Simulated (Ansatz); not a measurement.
# TiC (Fm-3m) in Ansatz: relaxation of cell and atoms with revPBE+D4

Aim: the relaxation of cell and atoms of TiC with revPBE+D4.

All numbers are computed with Ansatz 0.2.0; they aren't measurements. Logs are shortened: lines on timing, memory, paths and dates and some standing lists are left out, and cuts for length are marked.

## Step 1: The structure

It takes space group Fm-3m (No. 225, cubic). Conventional cell: a = 4.331 Å, b = 4.331 Å, c = 4.331 Å, α = 90.00°, β = 90.00°, γ = 90.00°. Ti (site symmetry m-3m) has 6 C at 2.17 Å as nearest neighbours. Around C (site symmetry m-3m) lie 6 Ti at 2.17 Å.

The cell is a database's computed one.

## Step 2: Relaxation of cell and atoms, revPBE+D4

Contents of input.yaml:

```yaml
crystal:
  lattice:
    - [0.0, 2.1657188437, 2.1657188437]
    - [2.1657188437, 0.0, 2.1657188437]
    - [2.1657188437, 2.1657188437, 0.0]
  atoms:
    - { symbol: Ti, position: [0.0, 0.0, 0.0] }
    - { symbol: C, position: [0.5, 0.5, 0.5] }
kpoints:
  mp_grid: { grid: [11, 11, 11] }
scf:
  occupations: { method: fermi_dirac, width: 0.05 }
hamiltonian:
  xc: revpbe
  dispersion: d4
  pseudopotentials: { kind: all_electron, lapw: { basis_error: 0.001 } }
output:
  forces: true
  stress: true
relax:
  f_tol: 0.01
  max_steps: 60
  cell: {}
```

Potentials or basis: all-electron LAPW, scalar-relativistic.

Launch:

```
> ansatz run input.yaml --threads 1 --pin off --max-ram 3072MiB --backend cpu --events-out ev --progress --plain --runs-dir out
```

The program printed:

```text
Warning: RAYON_NUM_THREADS=1 ignored (pool sized by the plan → 1); use --threads N
The last accepted step is kept in <dir> (removed where the run ends without a failure and the disk answers)
LAPW: plane waves up to 9.315 Å⁻¹, error target 1.0e-3 eV per atom; small_component_spin mean_spin; C in spheres of 0.911 Å, 6 of its electrons in bands, Dirac shells []; Ti in spheres of 1.190 Å, 18 of its electrons in bands, Dirac shells [] (how accurate: hamiltonian.pseudopotentials.lapw.basis_error, Limitations)
Engine: ansatz 0.2.0, x86_64-unknown-linux-gnu
Pseudopotentials: kind: all_electron
Pseudopotential: Ti, LAPW, valence charge 18, lapw/all_electron/scalar/gaussian/Ti, Koelling and Harmon's equation, gaussian nucleus
Pseudopotential: C, LAPW, valence charge 6, lapw/all_electron/scalar/gaussian/C, Koelling and Harmon's equation, gaussian nucleus
Functional definition: revPBE
  parameter kappa = 1.245
  parameter beta = 0.06672455060314922
  exchange = pbe_x(kappa = kappa, mu = beta*pi^2/3)
  correlation = pbe_c(beta = beta)
Crystal: 2 atoms, lattice volume = 20.316 Å³
Basis set: ecut = 330.55475430589604 eV, 283 PW (Γ), exchange–correlation at level 2
Bands: 16, of which v1, the nominal top of the filled ones, is band 12 counted from 1 (11 counted from 0)
Symmetry: 48 space group operations
Space group: Fm-3m (ITA 225), of the structure as read, at distance tolerance 2.7e-5 Å
k-points: 56 of 1331
Non-local potential: Ti, projectors of the file, none
Non-local potential: C, projectors of the file, none
Initial density: superposition of atomic densities (chi_scale 0.1, normalization cell, long waves kept (reshape's long-wave potential 0.00 eV rms))
Initial wavefunctions: plane waves of lowest kinetic energy (no species holds an atomic orbital)
Functional: x = revpbe(κ = 1.245, μ = 0.2195149727645171), c = pbe(β = 0.06672455060314922)
iter 1 solved again at ethr=2.76e-2 eV; its pass at ethr=1.00e-1 eV (dr2=6.63e0 eV) is discarded
SCF iter   1: F=—  HF=-24279.161639 eV  |F-HF|=—  |Δ(HF+E_count)|=         —  Δρ=1.61e-1  dr2=6.63e0  ethr=2.76e-2  ⟨swp⟩=2.0  Hψ=5566  notcnv=0
preconditioner: auto → none  [insulator: Δε(μ)=0.433 eV  Ē_g=20.622 eV  σ=0.050 eV  W_gap=0.52  n_scr=8 (ndim 8)  ℏωp=30.8 eV  f_vac=0.000  D(μ)=0.16/eV (n_scr^D=0)  ε∞_Penn≈3.2]
SCF iter   2: F=—  HF=-24280.143362 eV  |F-HF|=—  |Δ(HF+E_count)|=   9.82e-1  Δρ=1.84e-1  dr2=8.41e0  ethr=2.76e-2  ⟨swp⟩=3.0  Hψ=2892  notcnv=0
iter 3 solved again at ethr=5.56e-4 eV; its pass at ethr=2.76e-2 eV (dr2=1.33e-1 eV) is discarded
SCF iter   3: F=—  HF=-24276.941458 eV  |F-HF|=—  |Δ(HF+E_count)|=    3.20e0  Δρ=2.76e-2  dr2=1.34e-1  ethr=5.56e-4  ⟨swp⟩=2.0  Hψ=4544  notcnv=0
SCF iter   4: F=—  HF=-24276.881762 eV  |F-HF|=—  |Δ(HF+E_count)|=         —  Δρ=1.07e-2  dr2=1.20e-2  ethr=5.56e-4  ⟨swp⟩=3.0  Hψ=2909  notcnv=0
the basis was enlarged: its passes take 147.9 KiB over the memory plan, 1 of 1 planned eigensolver slots
SCF iter   5: F=—  HF=-24276.885308 eV  |F-HF|=—  |Δ(HF+E_count)|=   3.55e-3  Δρ=3.29e-3  dr2=2.57e-3  ethr=5.00e-5  ⟨swp⟩=2.0  Hψ=2739  notcnv=0
SCF iter   6: F=—  HF=-24276.884116 eV  |F-HF|=—  |Δ(HF+E_count)|=   1.19e-3  Δρ=1.49e-3  dr2=4.88e-4  ethr=1.07e-5  ⟨swp⟩=2.0  Hψ=2526  notcnv=0
SCF iter   7: F=—  HF=-24276.883713 eV  |F-HF|=—  |Δ(HF+E_count)|=   4.03e-4  Δρ=6.05e-4  dr2=7.31e-5  ethr=2.03e-6  ⟨swp⟩=2.0  Hψ=2526  notcnv=0
SCF iter   8: F=—  HF=-24276.883623 eV  |F-HF|=—  |Δ(HF+E_count)|=   9.05e-5  Δρ=1.25e-4  dr2=2.86e-6  ethr=3.04e-7  ⟨swp⟩=2.1  Hψ=2533  notcnv=0
SCF iter   9: F=—  HF=-24276.883619 eV  |F-HF|=—  |Δ(HF+E_count)|=   3.37e-6  Δρ=1.10e-5  dr2=1.85e-8  ethr=1.19e-8  ⟨swp⟩=2.9  Hψ=2613  notcnv=0
SCF iter  10: F=-24276.883619 eV  HF=-24276.883619 eV  |F-HF|=4.37e-11  |Δ(HF+E_count)|=   3.08e-8  Δρ=3.07e-7  dr2=1.07e-11  ethr=7.69e-11  ⟨swp⟩=3.0  Hψ=2697  notcnv=0
SCF 1 converged in 10 iterations: F = -24276.883619 eV  dr2 = 1.07e-11
relax step   1: F+E_penalty+E_count = -24276.88361917 eV  Δ(F+E_penalty+E_count) = +0.000e0 eV  max|allowed force component| = 1.339e-30 eV/Å  Δτ_max = 0.0000 Å  P = -6.179 GPa  Ω = 20.316 Å³  (10 SCF iters, accepted)
Crystal: 2 atoms, lattice volume = 19.879 Å³
Basis set: ecut = 335.3762737720496 eV, 283 PW (Γ), exchange–correlation at level 2
Initial density: handed on by an earlier stage of this run
Initial wavefunctions: those handed on with the density
iter 1 solved again at ethr=4.31e-7 eV; its pass at ethr=1.00e-1 eV (dr2=1.03e-4 eV) is discarded
SCF iter   1: F=—  HF=-24276.893457 eV  |F-HF|=—  |Δ(HF+E_count)|=         —  Δρ=8.28e-4  dr2=1.27e-4  ethr=4.31e-7  ⟨swp⟩=3.6  Hψ=5031  notcnv=0
preconditioner: auto → none  [insulator: Δε(μ)=0.221 eV  Ē_g=8.045 eV  σ=0.050 eV  W_gap=0.79  n_scr=8 (ndim 8)  ℏωp=23.6 eV  f_vac=0.000  D(μ)=0.25/eV (n_scr^D=0)  ε∞_Penn≈9.6]
SCF iter   2: F=—  HF=-24276.893362 eV  |F-HF|=—  |Δ(HF+E_count)|=   9.41e-5  Δρ=2.77e-4  dr2=1.70e-5  ethr=4.31e-7  ⟨swp⟩=3.0  Hψ=2750  notcnv=0
SCF iter   3: F=—  HF=-24276.893363 eV  |F-HF|=—  |Δ(HF+E_count)|=   6.17e-7  Δρ=3.57e-4  dr2=2.95e-5  ethr=7.08e-8  ⟨swp⟩=3.0  Hψ=2733  notcnv=0
iter 4 solved again at ethr=5.76e-10 eV; its pass at ethr=7.08e-8 eV (dr2=1.38e-7 eV) is discarded
SCF iter   4: F=—  HF=-24276.893353 eV  |F-HF|=—  |Δ(HF+E_count)|=   9.89e-6  Δρ=3.82e-5  dr2=1.38e-7  ethr=5.76e-10  ⟨swp⟩=2.2  Hψ=4499  notcnv=0
SCF iter   5: F=-24276.893353 eV  HF=-24276.893353 eV  |F-HF|=0.00e0  |Δ(HF+E_count)|=   2.16e-7  Δρ=1.16e-6  dr2=2.19e-10  ethr=5.75e-10  ⟨swp⟩=2.0  Hψ=2526  notcnv=0
SCF 2 converged in 5 iterations: F = -24276.893353 eV  dr2 = 2.19e-10
relax step   2: F+E_penalty+E_count = -24276.89335337 eV  Δ(F+E_penalty+E_count) = -9.734e-3 eV  max|allowed force component| = 7.363e-30 eV/Å  Δτ_max = 0.0000 Å  P = -0.868 GPa  Ω = 19.879 Å³  (5 SCF iters, accepted)
Crystal: 2 atoms, lattice volume = 19.810 Å³
Basis set: ecut = 336.1612257004248 eV, 283 PW (Γ), exchange–correlation at level 2
iter 1 solved again at ethr=7.96e-9 eV; its pass at ethr=1.00e-1 eV (dr2=1.91e-6 eV) is discarded
SCF iter   1: F=—  HF=-24276.893537 eV  |F-HF|=—  |Δ(HF+E_count)|=         —  Δρ=1.33e-4  dr2=3.24e-6  ethr=7.96e-9  ⟨swp⟩=5.0  Hψ=5116  notcnv=0
preconditioner: auto → none  [insulator: Δε(μ)=0.217 eV  Ē_g=8.070 eV  σ=0.050 eV  W_gap=0.78  n_scr=8 (ndim 8)  ℏωp=23.6 eV  f_vac=0.000  D(μ)=0.25/eV (n_scr^D=0)  ε∞_Penn≈9.6]
SCF iter   2: F=—  HF=-24276.893535 eV  |F-HF|=—  |Δ(HF+E_count)|=   1.62e-6  Δρ=4.10e-5  dr2=3.54e-7  ethr=7.96e-9  ⟨swp⟩=3.0  Hψ=2751  notcnv=0
SCF iter   3: F=—  HF=-24276.893535 eV  |F-HF|=—  |Δ(HF+E_count)|=   3.58e-8  Δρ=5.72e-5  dr2=7.54e-7  ethr=1.48e-9  ⟨swp⟩=3.0  Hψ=2740  notcnv=0
iter 4 solved again at ethr=2.44e-11 eV; its pass at ethr=1.48e-9 eV (dr2=5.85e-9 eV) is discarded
SCF iter   4: F=-24276.893535 eV  HF=-24276.893535 eV  |F-HF|=5.92e-9  |Δ(HF+E_count)|=   2.53e-7  Δρ=7.73e-6  dr2=5.84e-9  ethr=2.44e-11  ⟨swp⟩=2.0  Hψ=4493  notcnv=0
SCF 3 converged in 4 iterations: F = -24276.893535 eV  dr2 = 5.84e-9
relax step   3: F+E_penalty+E_count = -24276.89353508 eV  Δ(F+E_penalty+E_count) = -1.817e-4 eV  max|allowed force component| = 5.128e-30 eV/Å  Δτ_max = 0.0000 Å  P = +0.034 GPa  Ω = 19.810 Å³  (4 SCF iters, accepted)
iter 1 solved again at ethr=2.43e-11 eV; its pass at ethr=1.00e-1 eV (dr2=5.83e-9 eV) is discarded
SCF iter   1: F=—  HF=-24276.893534 eV  |F-HF|=—  |Δ(HF+E_count)|=         —  Δρ=7.70e-6  dr2=5.83e-9  ethr=2.43e-11  ⟨swp⟩=4.1  Hψ=4967  notcnv=0
preconditioner: auto → none  [insulator: Δε(μ)=0.216 eV  Ē_g=8.070 eV  σ=0.050 eV  W_gap=0.78  n_scr=8 (ndim 8)  ℏωp=23.6 eV  f_vac=0.000  D(μ)=0.25/eV (n_scr^D=0)  ε∞_Penn≈9.5]
SCF iter   2: F=-24276.893535 eV  HF=-24276.893535 eV  |F-HF|=3.14e-9  |Δ(HF+E_count)|=   8.97e-7  Δρ=4.10e-6  dr2=1.61e-9  ethr=2.43e-11  ⟨swp⟩=3.0  Hψ=2975  notcnv=0
SCF 4 converged in 2 iterations: F = -24276.893535 eV  dr2 = 1.61e-9
relax step   4: F+E_penalty+E_count = -24276.89353528 eV  Δ(F+E_penalty+E_count) = -1.966e-7 eV  max|allowed force component| = 6.442e-30 eV/Å  Δτ_max = 0.0000 Å  P = +0.034 GPa  Ω = 19.810 Å³  stress off target by 3.41e-2 GPa  SCF on the basis re-selected at this cell (its energy is not comparable with the rows above)  (2 SCF iters)
basis re-selected at this cell: Δ(F+E_penalty+E_count) = -1.966e-7 eV, ΔP = -0.000 GPa vs the last step (what re-selecting the basis moved, after the strain that the cell walked since its last selection, with what the two solves' SCF thresholds leave and, on support functions, any second-order correction that the steps lacked; it is no measure of the basis error at this ecutwfc). This SCF's stress stands 3.41e-2 GPa from its target on what of the cell is left free (relax.cell.stress_tol is 5.00e-2 GPa) and its largest allowed force component is 6.44e-30 eV/Å (relax.f_tol is 1.00e-2 eV/Å): within both
SCF converged after 2 iterations
Free energy (F): -24276.893535 eV
Harris-Foulkes:  -24276.893535 eV  (|F-HF|=3.14e-9)
Internal energy: -24276.891200 eV  (E = F + TS)
E sigma→0 (E₀):  -24276.892368 eV
Entropy (-TS):   -0.002335 eV (-1.168 meV/atom)
Fermi energy:    15.735211 eV
--- Per-component energies (eV) ---
  E_band       = -3128.730775
  E_kinetic    = 24500.143773
  E_xc         = -1300.538655
  E_electrostatic = -47475.442918  (all electrons and nuclei)
  E_disp       = -1.053401  (pairwise vdW)
  E_smearing   = -0.002335  (= −TS)
  E_closure    = 0.000000  (closes the sum)
  E_atoms      = -24259.005158  (free atoms, spherical and without spin; not in F)
  Σ components = -24276.893535   (vs F -24276.893535, Δ=0.00e0)
  Basis errors (estimates in eV, not in F): energy 3.2e-4 per atom: plane waves 2.8e-4 (1.6e-4 summed), levels above the bands 6.2e-20, relativity 2.6e-8, radial functions 3.3e-5, core shells 6.4e-7; eigenvalues (radial functions only) 1.6e-6; not estimated: angular momenta, meshes, grids; target (lapw.basis_error) 1.0e-3; muffin-tin radii C 0.903 Å, Ti 1.180 Å
--- Forces (eV/Å), atoms counted from 1 ---
  atom   1  Ti    -0.00000000     0.00000000     0.00000000
  atom   2  C      0.00000000    -0.00000000    -0.00000000
  max |Σ_I F_I| component: 1.03e-29 eV/Å
--- Stress (GPa, compression-positive) ---
        0.034150       0.000000       0.000000
        0.000000       0.034150      -0.000000
        0.000000      -0.000000       0.034150
  P = ⅓ Tr σ = 0.0341 GPa (0.341 kbar)
--- Relaxed structure (3 steps of the walk, 3 accepted, 1 SCFs on fresh bases) ---
  F+E_penalty+E_count = -24276.89353528 eV   max|allowed force component| = 6.442e-30 eV/Å   (the final SCF, on the basis selected at the relaxed cell)
  cell:  # Å, volume = 19.8098 Å³
    - [3.4393761222045238e-34, 2.147583061755322, 2.147583061755322]
    - [2.147583061755322, 5.859677837829929e-34, 2.147583061755322]
    - [2.147583061755322, 2.147583061755322, 6.369215041119487e-35]
  atoms:
    - { symbol: Ti, position: [-6.021165075544382e-36, 3.242165809911038e-36, 1.2505496695356788e-35] }
    - { symbol: C, position: [0.49999999999999994, 0.49999999999999994, 0.49999999999999994] }
```

Run time: 22 s. Hardware: 1 thread of Intel Xeon Platinum 8259CL at 2.50GHz (Skylake/Cascade Lake), shared host; peak memory 0.36 GiB.

What came out:

* Free energy: -24276.8935 eV
* Relaxed volume: 9.90 Å³/atom
* Relaxed cell: a = 3.037 Å, b = 3.037 Å, c = 3.037 Å, α = 60.00°, β = 60.00°, γ = 60.00°
* Space group after relaxing (to 0.05 Å): Fm-3m (No. 225)
* Energy gained by relaxing: 5.0 meV/atom
* Ionic steps: 4
* Pressure after relaxing: 0.0 GPa

The path:
| step | energy change (eV) | largest force (eV/Å) | volume (Å³) |
| --- | --- | --- | --- |
| 1 | 0.0000 | 0.0000 | 20.32 |
| 2 | -0.0097 | 0.0000 | 19.88 |
| 3 | -0.0099 | 0.0000 | 19.81 |
| 4 | -0.0099 | 0.0000 | 19.81 |

Final structure:
```xyz
2
Lattice="0.0000 2.1476 2.1476 2.1476 0.0000 2.1476 2.1476 2.1476 0.0000" Properties=species:S:1:pos:R:3 pbc="T T T"
Ti    0.0000    0.0000    0.0000
C     2.1476    2.1476    2.1476
```
